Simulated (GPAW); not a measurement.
# BAs (F-43m) in GPAW: settings compared

The runs below take BAs through equation of state, band structure, with C09-vdW, GLLB-SC, TPSS+D4.

Everything below comes from runs of GPAW 26.7.0. Logs are shortened: lines on timing, memory, paths and dates and some standing lists are left out, and cuts for length are marked. The log counts tension as positive stress, the text compression.

**What was measured.**

From “Basic Physical Properties of Cubic Boron Arsenide”, 2019, arxiv:1911.11281, for a bulk crystal of BAs: bulk modulus 148 GPa; band gap 1.82 eV (optical) at 300 K.

The runs below are set against these values where they give the same quantity.

## (1) The crystal as given

Symmetry: F-43m, No. 216, cubic system. The conventional cell has a = 4.777 Å, b = 4.777 Å, c = 4.777 Å, α = 90.00°, β = 90.00°, γ = 90.00°. As (site symmetry -43m) has 4 B at 2.07 Å as nearest neighbours. B (site symmetry -43m) has 4 As at 2.07 Å as nearest neighbours.

## (2) Equation of state, C09-vdW

Contents of run.py:

```python
from ase.eos import EquationOfState
from ase.io import Trajectory, read
from ase.units import GPa
from gpaw import GPAW, PW

atoms = read('BAs.cif')

traj = Trajectory('eos.traj', 'w')
volumes, energies = [], []
for x in [0.94, 0.96, 0.98, 1.0, 1.02, 1.04, 1.06]:
    a = atoms.copy()
    a.set_cell(atoms.cell * x**(1 / 3), scale_atoms=True)
    calc = GPAW(mode=PW(800),
                xc={'name': 'C09-vdW', 'backend': 'libvdwxc'},
                kpts={'size': (8, 8, 8), 'gamma': True},
                occupations={'name': 'fermi-dirac', 'width': 0.05},
                nbands=11,
                convergence={'density': 1e-05, 'energy': 1e-05},
                maxiter=150,
                txt=f'eos-{x:.2f}.txt')
    a.calc = calc
    energies.append(a.get_potential_energy(force_consistent=True))
    volumes.append(a.get_volume())
    calc.write(f'eos-{x:.2f}.gpw')
    traj.write(a)
    print(f'{x:.2f} {volumes[-1]:10.4f} A^3 {energies[-1]:14.6f} eV', flush=True)

v0, e0, B = EquationOfState(volumes, energies, eos='birchmurnaghan').fit()
print(f'V0 = {v0:.4f} A^3, E0 = {e0:.6f} eV, B0 = {B / GPa:.2f} GPa')
```

Contents of BAs.cif:

```cif
data_BAs
_cell_length_a 3.37784909
_cell_length_b 3.37784909
_cell_length_c 3.37784909
_cell_angle_alpha 60.00000000
_cell_angle_beta 60.00000000
_cell_angle_gamma 60.00000000
_space_group_name_H-M_alt 'P1'
_space_group_name_Hall 'P 1'
_space_group_IT_number 1
loop_
_space_group_symop_operation_xyz
'x,y,z'
loop_
_atom_site_label
_atom_site_type_symbol
_atom_site_symmetry_multiplicity
_atom_site_Wyckoff_symbol
_atom_site_fract_x
_atom_site_fract_y
_atom_site_fract_z
_atom_site_occupancy
As1 As 1 a 0.7500000000 0.7500000000 0.7500000000 1
B1 B 1 a 0.0000000000 0.0000000000 0.0000000000 1
```

Potentials or basis: GPAW PAW data sets (gpaw-data 1.2.1), pw.

On the command line:

```
> OMP_NUM_THREADS=1 python run.py
```

What it wrote:

```text
__  _  _
 | _ |_)|_||  |
 |__||  | ||/\| - 26.7.0

Input parameters:
  mode=PW(ecut=800.0),
  convergence={'density': 1e-05, 'energy': 1e-05},
  kpts=MonkhorstPack(size=(8, 8, 8), gamma=True),
  maxiter=150,
  nbands=11,
  occupations=Occupations(name='fermi-dirac', width=0.05),
  xc=XC(name='C09-vdW', backend='libvdwxc')

Diagonalizing LCAO Hamiltonian
Converting LCAO to pw mode

                     As

       B

Atoms  # Å, Bohr magnetons
|   | symbol |        x |        y |        z |    initial magnetic moments |
|---|--------|----------|----------|----------|-----------------------------|
| 0 |     As | 4.963341 | 2.865586 | 2.026276 | ( 0.0000,  0.0000,  0.0000) |
| 1 |      B | 0.000000 | 0.000000 | 0.000000 | ( 0.0000,  0.0000,  0.0000) |

Unit cell  # Å
| periodic |        x |        y |        z |  lengths |    angles |
|----------|----------|----------|----------|----------|-----------|
|      yes | 3.308894 | 0.000000 | 0.000000 | 3.308894 | 60.000000 |
|      yes | 1.654447 | 2.865586 | 0.000000 | 3.308894 | 60.000000 |
|      yes | 1.654447 | 0.955195 | 2.701701 | 3.308894 | 60.000000 |

Number of symmetries: 24
Symmetry operations  # r_c * U_cc + t_c -> r_c
|    | kind |            matrix            |
|----|------|------------------------------|
|  0 |  E   |  1, 0, 0,  0, 1, 0,  0, 0, 1 |
|  1 |  σ   |  1, 0, 0,  0, 0, 1,  0, 1, 0 |
|  2 |  σ   |  1, 0,-1,  0, 1,-1,  0, 0,-1 |
|  3 |  C3  |  1, 0,-1,  0, 0,-1,  0, 1,-1 |
|  4 |  C3  |  1,-1, 0,  0,-1, 1,  0,-1, 0 |
|  5 |  σ   |  1,-1, 0,  0,-1, 0,  0,-1, 1 |
|  6 |  σ   |  0, 1, 0,  1, 0, 0,  0, 0, 1 |
|  7 |  C3  |  0, 1, 0,  0, 0, 1,  1, 0, 0 |
|  8 |  C2  |  0, 1,-1,  1, 0,-1,  0, 0,-1 |
|  9 |  S4  |  0, 1,-1,  0, 0,-1,  1, 0,-1 |
| 10 |  C3  |  0, 0, 1,  1, 0, 0,  0, 1, 0 |
| 11 |  σ   |  0, 0, 1,  0, 1, 0,  1, 0, 0 |
| 12 |  S4  |  0, 0,-1,  1, 0,-1,  0, 1,-1 |
| 13 |  C3  |  0, 0,-1,  0, 1,-1,  1, 0,-1 |
| 14 |  S4  |  0,-1, 1,  1,-1, 0,  0,-1, 0 |
| 15 |  C2  |  0,-1, 1,  0,-1, 0,  1,-1, 0 |
| 16 |  C3  |  0,-1, 0,  1,-1, 0,  0,-1, 1 |
| 17 |  S4  |  0,-1, 0,  0,-1, 1,  1,-1, 0 |
| 18 |  S4  | -1, 1, 0, -1, 0, 1, -1, 0, 0 |
| 19 |  C3  | -1, 1, 0, -1, 0, 0, -1, 0, 1 |
| 20 |  C3  | -1, 0, 1, -1, 1, 0, -1, 0, 0 |
| 21 |  S4  | -1, 0, 1, -1, 0, 0, -1, 1, 0 |
| 22 |  σ   | -1, 0, 0, -1, 1, 0, -1, 0, 1 |
| 23 |  C2  | -1, 0, 0, -1, 0, 1, -1, 1, 0 |

BZ-sampling:
  Number of BZ points: 512
  Number of IBZ points: 29

  Monkhorst-Pack size: [8, 8, 8]
  Monkhorst-Pack shift: [0.0625, 0.0625, 0.0625]

K-points  # in reciprocal-cell coordinates
|     |                                coordinates |     weight |
|-----|--------------------------------------------|------------|
|   0 | (  0.00000000,   0.00000000,   0.00000000) | 0.00195312 |
|   1 | (  0.12500000,   0.12500000,   0.00000000) | 0.01171875 |
|   2 | (  0.12500000,   0.12500000,   0.12500000) | 0.01562500 |
|   3 | (  0.25000000,   0.12500000,   0.12500000) | 0.02343750 |
|   4 | (  0.25000000,   0.25000000,   0.00000000) | 0.01171875 |
|   5 | (  0.25000000,   0.25000000,   0.12500000) | 0.04687500 |
|   6 | (  0.25000000,   0.25000000,   0.25000000) | 0.01562500 |
|   7 | (  0.37500000,   0.25000000,  -0.37500000) | 0.04687500 |
|   8 | (  0.37500000,   0.25000000,   0.12500000) | 0.04687500 |
|   9 | (  0.37500000,   0.25000000,   0.25000000) | 0.04687500 |
| ... |                                            |            |
|  28 | (  0.50000000,   0.50000000,   0.50000000) | 0.00781250 |

Plane wave coefficients: 1363
Cutoff: 800.0 eV

Spin-components: 1 (collinear spins)
Bands:           11
Projectors:      10
Spin-degeneracy: 2
Datatype:        complex128

Parallelization:
  kpt:    1
  domain: 1
  band:   1

Density:
  Valence electrons: 8.0
  Components: 1
  Grid points: [24 24 24]
  Charge: 0.0  # |e|

Potential:
  Grid points: [24 24 24]

species:
  As:
    name:    Arsenic
    Z:       33.0
    valence: 5
    core:    28
    charge:  0.0  # [|e|]
    compensation charges:
      type: gauss
      rc: 0.33  # [Å]
      lmax: 2
    cutoffs:
      filter: 1.87  # [Å]
      core: 2.96  # [Å]
    projectors
    | kind |    occ | energy [eV] | rcut [Å] |
    |------|--------|-------------|----------|
    |   4s |  2.000 |     -14.487 |    1.058 |
    |   4p |  3.000 |      -5.196 |    1.058 |
    |    s |        |      12.725 |    1.058 |
    |    p |        |      22.016 |    1.058 |
    |    d |        |       0.000 |    1.058 |

    Using partial waves for As as LCAO basis

  B:
    name:    Boron
    Z:       5.0
    valence: 3
    core:    2
    charge:  0.0  # [|e|]
    compensation charges:
      type: gauss
      rc: 0.20  # [Å]
      lmax: 2
    cutoffs:
      filter: 1.14  # [Å]
      core: 1.38  # [Å]
    projectors
    | kind |    occ | energy [eV] | rcut [Å] |
    |------|--------|-------------|----------|
    |   2s |  2.000 |      -9.443 |    0.635 |
    |   2p |  1.000 |      -3.606 |    0.635 |
    |    s |        |      17.768 |    0.635 |
    |    p |        |      23.605 |    0.635 |
    |    d |        |       0.000 |    0.635 |

    Using partial waves for B as LCAO basis

Reference energy: -62172.463167  # eV

eigensolver:
  PPCG
  Converge bands: occupied
  niter=2

density mixing:
  MSR1-Mixer
  Pratt-step length: 0.05
  Maximum mixing coefficient: 0.75
  Old densities: 10
  SVD Regularization: 0.005
  Good broyden scale: 1.0
  Trust region scale: 1.0
  Backstep threshold: 4.0
  History deletion threshold: 6.0
  Fourier metric: weight=20.0, sigma=0.015

occupation numbers:
  Fermi-Dirac:
    width: 0.0500  # eV

poisson solver:
  ecut: 6400.0  # eV

xc functional:
  name: vdW-C09 with libvdwxc
  Mode: serial
  Semilocal: GGA_X_C09X+LDA_C_PW with 2 nearest neighbor stencil
  Corresponding non-local functional: vdW-DF
  Local blocksize: 48 x 48 x 48
  PAW datasets: PBE

convergence criteria:
- Maximum integral of absolute [dens]ity change: 1e-05 electrons / valence electron
- Maximum [total energy] change in last 3 cyles: 1e-05 eV / valence electron
- Maximum integral of absolute [eigenst]ate change: 4e-08 eV^2 / valence electron
maximum number of iterations: 150

SCF iterations
|iter     | |      energy | eigst |  dens |
|---------|-|-------------|-------|-------|
|iter:   1| |   17.868032 | -0.24 |       |
|iter:   2| |   17.992358 | -2.27 | -0.71 |
|iter:   3| |   18.507335 | -1.69 | -0.75 |
|iter:   4| |   18.511721 | -3.20 | -1.46 |
|iter:   5| |   18.511388 | -4.13 | -1.91 |
|iter:   6| |   18.511366 | -5.60 | -2.62 |
|iter:   7| |   18.511366c| -7.56c| -3.80 |
|iter:   8| |   18.511366c| -7.68c| -4.33 |
|iter:   9| |   18.511366c| -9.19c| -5.63c|

Converged in 9 steps
Energy contributions relative to reference atoms: (reference = -62172.463167)

Energy contributions:
  Kinetic:          27.461723
  Coulomb:         -23.742338
  Zero:             -0.028025
  External:          0.000000
  Xc:               14.820007
  Entropy:          -0.000000
  Spinorbit:         0.000000
  ----------------------------
  Free energy:      18.511366
  Extrapolated:     18.511366

dipole moment: (-4.288977, -2.476242, -1.750968)  # |e|*Ang

Fermi level: 9.258
Eigenvalues  # (at kpt = [0.000, 0.000, 0.000])
| band index |      eig [eV] | occ [0-2] |
|------------|---------------|-----------|
|          0 |        -7.242 |     2.000 |
|          1 |         8.729 |     2.000 |
|          2 |         8.729 |     2.000 |
|          3 |         8.729 |     2.000 |
|          4 |        12.082 |     0.000 |
|          5 |        12.082 |     0.000 |
|          6 |        12.082 |     0.000 |
|          7 |        14.299 |     0.000 |
|          8 |        18.587 |     0.000 |
|          9 |        22.076 |     0.000 |
|         10 |        22.078 |     0.000 |

Gap: 1.093 eV
Transition (v -> c):
  (s=0, k=0, n=3, [0.00, 0.00, 0.00]) -> (s=0, k=12, n=4, [0.38, 0.38, 0.00])
Direct/indirect transitions are different
Direct gap: 3.353 eV
Transition at: (s=0, k=0, n=3, [0.00, 0.00, 0.00])
# Writing to eos-0.94.gpw (mode='')
```

Run time: 68 s. Hardware: 1 thread of Arm Neoverse V1, shared host; peak memory 0.28 GiB.

What came out:

```yaml
Equilibrium_volume: 13.73 Å³/atom
Bulk_modulus: 138 GPa
Pressure_derivative_of_the_bulk_modulus: 4.5
```

Energy against volume, from the lowest point:
| volume (Å³/atom) | energy (meV/atom) |
| --- | --- |
| 12.809 | 30.11 |
| 13.081 | 14.24 |
| 13.354 | 4.39 |
| 13.626 | 0.00 |
| 13.899 | 0.52 |
| 14.171 | 5.39 |
| 14.444 | 14.17 |

Caveat: the PAW data sets were made with another functional, which shifts forces and pressure a little.

(Continued in part 2 of 2.)
